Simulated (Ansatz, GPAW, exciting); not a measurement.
**MgS: 3 runs at one level of theory**

```
S Mg
1.0
     0.00000    2.60165    2.60165
     2.60165    0.00000    2.60165
     2.60165    2.60165    0.00000
S Mg
1 1
Direct
  0.50000 0.50000 0.50000
  0.00000 0.00000 0.00000
```

Alike in all runs: task band structure; functional revPBE; k mesh 9 × 9 × 9; occupations fermi-dirac, width 0.05 eV; no spin polarisation; no spin-orbit coupling. Pressure is positive in compression and, in plane waves, holds the error of the finite cutoff. Gaps are the smaller of the mesh's and the band path's.

```tsv
program and potentials	plane-wave cutoff (eV)	notes	band gap (eV)	pressure (GPa)
Ansatz, all-electron LAPW, scalar-relativistic	-	-	2.92	2.86
GPAW, the program's PAW data sets (release 1.2.1) made for this functional	800	-	2.92	2.78
exciting, all-electron LAPW+lo, shipped species files, valence relativity iora*	-	-	?	-
```

**Question.** Estimate from the other rows what the run with exciting, all-electron LAPW+lo, shipped species files, valence relativity iora* gave.

**Answer.** Band gap 2.91 eV. The other rows, which needn't bracket it: band gap 2.92; pressure 2.78 to 2.86.
